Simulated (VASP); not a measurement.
**VO2: density of states with PBE+U**

Crystal: VO2.

```xyz
6
Lattice="4.5067 0.0000 0.0000 0.0000 4.5067 0.0000 0.0000 0.0000 3.0354" Properties=species:S:1:pos:R:3 pbc="T T T"
V     0.0000    4.5067    0.0000
V     2.2533    2.2533    1.5177
O     1.3494    1.3494    0.0000
O     0.9039    3.6028    1.5177
O     3.1572    3.1572    0.0000
O     3.6028    0.9039    1.5177
```

```
Program                 : VASP 6.6.1
Task                    : density of states
Functional              : PBE
Potentials or basis     : VASP PAW PBE potentials, release 64 (V_sv, O)
Cutoff                  : 520 eV
k mesh                  : 6 × 6 × 10
Occupations             : gaussian, width 0.03 eV
Spin                    : collinear spin, ferromagnetic start
Starting moments        : [1.0, 1.0, 0.0, 0.0, 0.0, 0.0] μB
Hubbard terms           : V d U = 3.25 eV
k mesh for the DOS      : 9 × 9 × 15
Occupations for the DOS : tetrahedron
Further INCAR settings  : ALGO = Normal; EDIFF = 1e-06; NBANDS = 38; AMIX = 0.2; BMIX = 0.0001
```

```json
{
 "Net moment": "2.00 μB per cell",
 "Site moments": "V +1.07; O -0.05 μB",
 "Valence electrons inside the program's atomic spheres": "V 11.32; O 5.05"
}
```

Levels at points of the mesh, in eV from the valence-band top:
Spin up:
```
           k point  band 24  band 25  band 26  band 27  band 28  band 29
(0.00, 0.00, 0.00)    -0.54    -0.54     0.00     1.19     1.32     1.32
```
Spin down:
```
           k point  band 21  band 22  band 23  band 24  band 25  band 26  band 27  band 28
(0.00, 0.00, 0.00)    -1.01    -0.65    -0.65    -0.15     2.06     2.11     2.11     2.71
```

States per cell in windows of 0.5 eV (zero at the valence-band top; states under -8 eV left out):
| from (eV) | up | down | V1_d_up | V2_d_up | V1_d_down | V2_d_down | O3_p_down | O4_p_down |
| --- | --- | --- | --- | --- | --- | --- | --- | --- |
| -8.0 | 0.00 | 0.00 | 0.00 | 0.00 | 0.00 | 0.00 | 0.00 | 0.00 |
| -7.5 | 0.00 | 0.00 | 0.00 | 0.00 | 0.00 | 0.00 | 0.00 | 0.00 |
| -7.0 | 0.01 | 0.00 | 0.00 | 0.00 | 0.00 | 0.00 | 0.00 | 0.00 |
| -6.5 | 0.25 | 0.00 | 0.04 | 0.04 | 0.00 | 0.00 | 0.00 | 0.00 |
| -6.0 | 0.63 | 0.22 | 0.09 | 0.09 | 0.02 | 0.02 | 0.03 | 0.03 |
| -5.5 | 1.30 | 1.06 | 0.14 | 0.14 | 0.08 | 0.08 | 0.13 | 0.13 |
| -5.0 | 1.08 | 1.61 | 0.12 | 0.12 | 0.14 | 0.14 | 0.20 | 0.20 |
| -4.5 | 1.12 | 1.09 | 0.15 | 0.15 | 0.12 | 0.12 | 0.14 | 0.14 |
| -4.0 | 1.29 | 1.35 | 0.14 | 0.14 | 0.14 | 0.14 | 0.18 | 0.18 |
| -3.5 | 1.04 | 1.07 | 0.08 | 0.08 | 0.07 | 0.07 | 0.15 | 0.15 |
| -3.0 | 1.53 | 1.65 | 0.11 | 0.11 | 0.08 | 0.08 | 0.25 | 0.25 |
| -2.5 | 1.02 | 1.00 | 0.09 | 0.09 | 0.05 | 0.05 | 0.16 | 0.16 |
| -2.0 | 1.20 | 1.41 | 0.12 | 0.12 | 0.07 | 0.07 | 0.23 | 0.23 |
| -1.5 | 1.12 | 1.40 | 0.10 | 0.10 | 0.04 | 0.04 | 0.25 | 0.25 |
| -1.0 | 1.83 | 0.44 | 0.49 | 0.49 | 0.00 | 0.00 | 0.08 | 0.08 |
| -0.5 | 0.94 | 0.08 | 0.23 | 0.23 | 0.00 | 0.00 | 0.02 | 0.02 |
| 0.0 | 0.00 | 0.00 | 0.00 | 0.00 | 0.00 | 0.00 | 0.00 | 0.00 |
| 0.5 | 0.00 | 0.00 | 0.00 | 0.00 | 0.00 | 0.00 | 0.00 | 0.00 |
| 1.0 | 0.93 | 0.00 | 0.39 | 0.39 | 0.00 | 0.00 | 0.00 | 0.00 |
| 1.5 | 1.29 | 0.37 | 0.52 | 0.52 | 0.16 | 0.16 | 0.00 | 0.00 |
| 2.0 | 0.78 | 1.19 | 0.29 | 0.29 | 0.51 | 0.51 | 0.02 | 0.02 |
| 2.5 | 1.32 | 1.34 | 0.48 | 0.48 | 0.55 | 0.55 | 0.03 | 0.03 |
| 3.0 | 0.51 | 1.70 | 0.20 | 0.20 | 0.67 | 0.67 | 0.05 | 0.05 |
| 3.5 | 0.89 | 1.66 | 0.33 | 0.33 | 0.70 | 0.70 | 0.03 | 0.03 |
| 4.0 | 0.60 | 1.07 | 0.21 | 0.21 | 0.44 | 0.44 | 0.02 | 0.02 |
| 4.5 | 1.09 | 0.76 | 0.36 | 0.36 | 0.28 | 0.28 | 0.03 | 0.03 |
| 5.0 | 1.00 | 1.33 | 0.32 | 0.32 | 0.47 | 0.47 | 0.07 | 0.07 |
| 5.5 | 0.02 | 0.91 | 0.00 | 0.00 | 0.31 | 0.31 | 0.06 | 0.06 |
| 6.0 | 0.00 | 0.14 | 0.00 | 0.00 | 0.05 | 0.05 | 0.01 | 0.01 |
| 6.5 | 0.00 | 0.04 | 0.00 | 0.00 | 0.01 | 0.01 | 0.00 | 0.00 |
| 7.0 | 0.00 | 0.00 | 0.00 | 0.00 | 0.00 | 0.00 | 0.00 | 0.00 |
| 7.5 | 0.01 | 0.00 | 0.00 | 0.00 | 0.00 | 0.00 | 0.00 | 0.00 |

Eigenvalues of the final occupation matrices:
```
    site  spin  trace               eigenvalues
site 1 d     1   1.90  0.14 0.17 0.28 0.38 0.93
site 1 d     2   0.85  0.05 0.11 0.12 0.26 0.30
site 2 d     1   1.90  0.14 0.17 0.28 0.38 0.93
site 2 d     2   0.85  0.05 0.11 0.12 0.26 0.30
```

It took 98 s on 4 MPI ranks on Intel(R) Xeon(R) Platinum 8488C (Sapphire Rapids), on a shared host, peak memory 0.45 GiB a rank.

The state reached can hang on the start; a lower one may exist.
